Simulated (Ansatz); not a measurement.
Crystal: Rh.

```xyz
2
Lattice="2.7310 0.0000 0.0000 -1.3655 2.3651 0.0000 0.0000 0.0000 4.4285" Properties=species:S:1:pos:R:3 pbc="T T T"
Rh    0.0000    1.5767    1.1071
Rh    1.3655    0.7884    3.3214
```

This isn't the form of Rh at room conditions, which is fcc.

```yaml
Program: Ansatz 0.2.0
Task: single point
Functional: PBEsol
Potentials_or_basis: all-electron LAPW, scalar-relativistic
Cutoff: 270 eV (chosen from the basis error)
Basis_error_allowed: 0.001 eV/atom
k_mesh: 11 × 11 × 6
Occupations: fermi-dirac, width 0.05 eV
Spin: no spin polarisation
```

On this cell: pressure -13.7 GPa; largest force under 0.003 eV/Å; band gap on the k mesh none (metal or under the smearing width).

The same run follows on a disturbed copy (atoms moved at random, drawn with an rms of 0.05 Å):

```xyz
2
Lattice="2.7310 0.0000 0.0000 -1.3655 2.3651 0.0000 0.0000 0.0000 4.4285" Properties=species:S:1:pos:R:3 pbc="T T T"
Rh    0.0101    1.5287    1.0722
Rh    1.3385    0.8279    3.3681
```

Q: What changes?

A: The energy (extrapolated to zero smearing) moves by +23.3 meV/atom; pressure -12.5 GPa; largest force 0.802 eV/Å; band gap on the k mesh none (metal or under the smearing width).

Forces on the atoms (eV/Å):
```
Rh  -0.156  0.327  0.715
Rh   0.156 -0.327 -0.715
```

Stress tensor (GPa, compression positive):
```
-11.72  -0.39  -0.46
 -0.39 -13.26   0.86
 -0.46   0.86 -12.48
```
